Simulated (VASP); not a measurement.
# SiNi3 (Pm-3m) in VASP: notebook, part 2 of 2

VASP 6.6.1. Earlier steps stand in the parts before.

### 3 Relaxation of cell and atoms, PBE

This run uses another cell than the first one, of 11.11 Å³/atom, 1.031 times its volume.

Input file INCAR:

```
PREC = Accurate
ENCUT = 600
EDIFF = 1E-7
ISMEAR = 0
SIGMA = 0.1
LREAL = False
LASPH = True
NELM = 100
ALGO = Fast
ISIF = 3
LWAVE = False
LCHARG = False
GGA = PE
IBRION = 2
NSW = 100
EDIFFG = -0.005
```

Input file KPOINTS:

```
Automatic mesh
0
Gamma
  12 12 12
```

Input file POSCAR:

```
SiNi3
1.0
    3.5420000000      0.0000000000      0.0000000000
    0.0000000000      3.5420000000      0.0000000000
    0.0000000000      0.0000000000      3.5420000000
Si Ni
1 3
Direct
    0.0000000000      0.0000000000      0.0000000000
    0.0000000000      0.5000000000      0.5000000000
    0.5000000000      0.0000000000      0.5000000000
    0.5000000000      0.5000000000      0.0000000000
```

Potentials or basis: VASP PAW PBE potentials, release 64 (Si, Ni).

Command:

```bash
> cat potpaw_PBE.64/Si/POTCAR potpaw_PBE.64/Ni/POTCAR > POTCAR
> mpirun -np 1 vasp_std > vasp.out
```

OUTCAR:

```text
PREC = Accurate
   ENCUT = 600
   EDIFF = 1E-7
   ISMEAR = 0
   LREAL = False
   LASPH = True
   NELM = 100
   ISIF = 3
   GGA = PE
   IBRION = 2
   NSW = 100
   EDIFFG = -0.005

 ion  position               nearest neighbor table
   1  0.000  0.000  0.000-   2 2.50   3 2.50   4 2.50   2 2.50   3 2.50   2 2.50   4 2.50   2 2.50
                             3 2.50   4 2.50   3 2.50   4 2.50
   2  0.000  0.500  0.500-   1 2.50   3 2.50   4 2.50   1 2.50   4 2.50   1 2.50   3 2.50   1 2.50
                             3 2.50   4 2.50   4 2.50   3 2.50
   3  0.500  0.000  0.500-   1 2.50   2 2.50   4 2.50   1 2.50   4 2.50   2 2.50   4 2.50   4 2.50
                             1 2.50   2 2.50   1 2.50   2 2.50
   4  0.500  0.500  0.000-   1 2.50   2 2.50   3 2.50   2 2.50   3 2.50   1 2.50   3 2.50   3 2.50
                             1 2.50   2 2.50   2 2.50   1 2.50

  LATTYP: Found a simple cubic cell.
 ALAT       =     3.5420000000

  Lattice vectors:

 A1 = (   3.5420000000,   0.0000000000,   0.0000000000)
 A2 = (   0.0000000000,   3.5420000000,   0.0000000000)
 A3 = (   0.0000000000,   0.0000000000,   3.5420000000)

Analysis of symmetry for initial positions (statically):
=====================================================================
 Subroutine PRICEL returns:
 Original cell was already a primitive cell.

 Routine SETGRP: Setting up the symmetry group for a
 simple cubic supercell.

 Subroutine GETGRP returns: Found 48 space group operations
 (whereof 48 operations were pure point group operations)
 out of a pool of 48 trial point group operations.

The static configuration has the point symmetry O_h .

Analysis of symmetry for dynamics (positions and initial velocities):
=====================================================================
 Subroutine PRICEL returns:
 Original cell was already a primitive cell.

 Routine SETGRP: Setting up the symmetry group for a
 simple cubic supercell.

 Subroutine GETGRP returns: Found 48 space group operations
 (whereof 48 operations were pure point group operations)
 out of a pool of 48 trial point group operations.

[... 135 lines left out ...]
 conjugate gradient relaxation of ions
 non-spin polarized calculation
 RMM-DIIS sequential band-by-band and
 Gauss-broadening in eV      SIGMA  =   0.10
  energy-cutoff  :      600.00
  volume of cell :       44.44
 maximum number of plane-waves:      1503
   NGX = 15   NGY = 15   NGZ = 15

--------------------------------------- Ionic step        1  -------------------------------------------

 number of electron      33.9999988 magnetization

 Free energy of the ion-electron system (eV)
  ---------------------------------------------------
  ext. energy  EPLUGINS =         0.00000000
  ---------------------------------------------------
  free energy    TOTEN  =       -23.65966968 eV

  energy without entropy =      -23.64910056  energy(sigma->0) =      -23.65438512

------------------------ aborting loop because EDIFF is reached ----------------------------------------

  FORCE on cell =-STRESS in cart. coord.  units (eV):
  Direction    XX          YY          ZZ          XY          YZ          ZX
  --------------------------------------------------------------------------------------
  -------------------------------------------------------------------------------------
  Total       -1.6772011     -1.6772011     -1.6772011      0.0000000      0.0000000      0.0000000
  in kB      -60.4714022    -60.4714022    -60.4714022      0.0000000      0.0000000      0.0000000
  external PRESSURE =     -60.4714022 kB  Pullay stress =       0.0000000 kB
[... 101 lines left out ...]
--------------------------------------- Ionic step        4  -------------------------------------------

 number of electron      33.9999978 magnetization

 Free energy of the ion-electron system (eV)
  ---------------------------------------------------
  ext. energy  EPLUGINS =         0.00000000
  ---------------------------------------------------
  free energy    TOTEN  =       -23.68576871 eV

  energy without entropy =      -23.67542293  energy(sigma->0) =      -23.68059582

 E-fermi :  10.6619     XC(G=0): -13.1001

 val. band max:       10.6526724505   @ k =   0.0833   0.0833   0.0000
 cond. band min:      10.6832054860   @ k =   0.4167   0.4167   0.3333
 fundamental gap:      0.0305330355
 Fermi energy:        10.6619495424

 k-point     1 :       0.0000    0.0000    0.0000
  band No.  band energies     occupation
      1      -1.2682      2.00000
      2       5.7904      2.00000
      3       6.6105      2.00000
      4       6.6105      2.00000
      5       7.1297      2.00000
      6       7.1297      2.00000
[... 565 lines left out ...]
     20      15.0853      0.00000
     21      16.7213      0.00000

 [... further k-points ...]

------------------------ aborting loop because EDIFF is reached ----------------------------------------

  FORCE on cell =-STRESS in cart. coord.  units (eV):
  Direction    XX          YY          ZZ          XY          YZ          ZX
  --------------------------------------------------------------------------------------
  -------------------------------------------------------------------------------------
  Total        0.0069645      0.0069645      0.0069645      0.0000000      0.0000000      0.0000000
  in kB        0.2590024      0.2590024      0.2590024      0.0000000      0.0000000      0.0000000
  external PRESSURE =       0.2590024 kB  Pullay stress =       0.0000000 kB
[... 19 lines left out ...]
  FREE ENERGIE OF THE ION-ELECTRON SYSTEM (eV)
  ---------------------------------------------------
  free  energy   TOTEN  =       -23.6857687118 eV

  energy  without entropy=      -23.6754229337  energy(sigma->0) =      -23.68059582

 reached required accuracy - stopping structural energy minimisation
```

OSZICAR:

```text
N       E                     dE             d eps       ncg     rms          rms(c)
DAV:   1     0.213041045170E+03    0.21304E+03   -0.17309E+04  3528   0.237E+03
DAV:   2    -0.153089368050E+02   -0.22835E+03   -0.22091E+03  3528   0.393E+02
DAV:   3    -0.270408817528E+02   -0.11732E+02   -0.11224E+02  3826   0.118E+02
[... 50 lines left out ...]
RMM:   3    -0.236857738027E+02    0.19292E-03   -0.68547E-04  3528   0.403E-01    0.211E-02
RMM:   4    -0.236857689957E+02    0.48070E-05   -0.24099E-05  3501   0.288E-02    0.284E-03
RMM:   5    -0.236857689131E+02    0.82646E-07   -0.28810E-06  3399   0.208E-02    0.234E-03
RMM:   6    -0.236857687680E+02    0.14502E-06   -0.12443E-06  3124   0.707E-03    0.101E-03
RMM:   7    -0.236857687118E+02    0.56241E-07   -0.34373E-07  2441   0.735E-03
   4 F= -.23685769E+02 E0= -.23680596E+02  d E =-.260990E-01
```

Run time: 3.8 min. Hardware: 1 thread of Intel Xeon Platinum 8259CL at 2.50GHz (Skylake/Cascade Lake), shared host; peak memory 0.22 GiB.

What came out:

* Free energy: -23.6858 eV
* Relaxed volume: 10.77 Å³/atom
* Relaxed cell: a = 3.506 Å, b = 3.506 Å, c = 3.506 Å, α = 90.00°, β = 90.00°, γ = 90.00°
* Space group after relaxing (to 0.05 Å): Pm-3m (No. 221)
* Energy gained by relaxing: 6.5 meV/atom
* Ionic steps: 4
* Pressure after relaxing: 0.0 GPa
* Band gap on the k mesh: none (metal or under the smearing width)

The path:
```csv
step,energy change (eV),largest force (eV/Å),pressure (GPa),volume (Å³)
1,0.0000,0.0000,-6.05,44.44
2,0.0013,0.0000,6.82,41.79
3,-0.0261,0.0000,-0.11,43.11
4,-0.0261,0.0000,0.03,43.08
```

Final structure:
```cif
data_structure
_symmetry_space_group_name_H-M 'P 1'
_symmetry_Int_Tables_number 1
_cell_length_a 3.5056
_cell_length_b 3.5056
_cell_length_c 3.5056
_cell_angle_alpha 90.000
_cell_angle_beta 90.000
_cell_angle_gamma 90.000
_cell_volume 43.08
loop_
_atom_site_label
_atom_site_type_symbol
_atom_site_fract_x
_atom_site_fract_y
_atom_site_fract_z
_atom_site_occupancy
Si1 Si 0.00000 0.00000 0.00000 1
Ni1 Ni 0.00000 0.50000 0.50000 1
Ni2 Ni 0.50000 0.00000 0.50000 1
Ni3 Ni 0.50000 0.50000 0.00000 1
```

Spin polarisation is off, so any magnetic state and its effect on volume and gap are missing.

### 4 Single point, PBE

Input file INCAR:

```
SYSTEM = SiNi3
ALGO = Fast
EDIFF = 1E-6
ENCUT = 520
GGA = PE
ISIF = 2
ISMEAR = 0
LASPH = .True.
LCHARG = .False.
LREAL = .False.
LWAVE = .False.
NBANDS = 25
NELM = 100
PREC = Accurate
SIGMA = 0.1
```

Input file KPOINTS:

```
k-points
0
Gamma
  12 12 12
  0 0 0
```

Input file POSCAR:

```
SiNi3
1.0
    3.5062675424      0.0000000000      0.0000000000
    0.0000000000      3.5062675424      0.0000000000
    0.0000000000      0.0000000000      3.5062675424
Si Ni
1 3
Direct
    0.0000000000      0.0000000000      0.0000000000
    0.0000000000      0.5000000000      0.5000000000
    0.5000000000      0.0000000000      0.5000000000
    0.5000000000      0.5000000000      0.0000000000
```

Command:

```bash
> cat potpaw_PBE.64/Si/POTCAR potpaw_PBE.64/Ni/POTCAR > POTCAR
> mpirun -np 1 vasp_std > vasp.out
```

Run time: 79 s. Hardware: 1 thread of Intel Xeon Platinum 8259CL at 2.50GHz (Skylake/Cascade Lake), shared host; peak memory 0.2 GiB.

Results (log left out):

```
Free energy            : -23.6860 eV
Pressure               : 0.1 GPa
Band gap on the k mesh : none (metal or under the smearing width)
```

Levels at points of the mesh, in eV from the Fermi level:
```tsv
k point	band 14	band 15	band 16	band 17	band 18	band 19	band 20	band 21
(0.00, 0.00, 0.00)	-0.62	-0.62	-0.30	0.03	0.03	0.03	4.82	6.33
(0.50, 0.00, 0.00)	-1.29	-1.14	-0.56	0.03	3.60	3.60	5.20	5.27
(0.50, 0.50, 0.00)	-1.42	-1.11	-1.01	-0.94	0.65	0.65	5.58	6.33
(0.50, 0.50, 0.50)	-1.24	-1.24	-0.39	-0.21	-0.21	-0.21	1.20	4.02
```

Spin polarisation is off, so any magnetic state and its effect on volume and gap are missing.
